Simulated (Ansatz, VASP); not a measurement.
## PtS2: VASP beside Ansatz

```
CELL_PARAMETERS angstrom
3.57133 0.00000 0.00000
-1.78566 3.09286 0.00000
0.00000 0.00000 4.76828
ATOMIC_POSITIONS crystal
Pt 0.00000 0.00000 0.00000
S 0.33333 0.66667 0.25095
S 0.66667 0.33333 0.74905
```

Alike in both runs: functional PBEsol; k mesh 12 × 12 × 8; occupations gaussian, width 0.02 eV; no spin polarisation.

Ansatz relaxed the structure, and its values are those at the end. VASP's run is a single point on that final structure, the one shown.

|  | VASP | Ansatz |
| --- | --- | --- |
| version | VASP 6.6.1 | Ansatz 0.2.0 |
| potentials or method | VASP PAW PBE potentials, release 64 (Pt, S) | scalar-relativistic, plane waves, PAW |
| plane-wave cutoff (eV) | 520 | 420 |
| valence electrons in the cell | 22 | 30 |

|  | VASP | Ansatz | Ansatz less VASP |
| --- | --- | --- | --- |
| gap on the k mesh at the Fermi level (eV) | 0.25 | 0.24 | -0.009 |
| least direct gap on the mesh (eV) | 0.67 | 0.67 | -0.008 |
| pressure (GPa) | -0.2 | 0.0 | +0.25 |
| rms of the force components (eV/Å) | 0.011 | 0.001 | -0.0093 |

The two sets of potentials don't hold the same shells in valence.

Caveats: the PAW data sets were made with another functional, which shifts forces and pressure a little (VASP); spin-orbit coupling is left out, which moves the levels of the heavy elements.
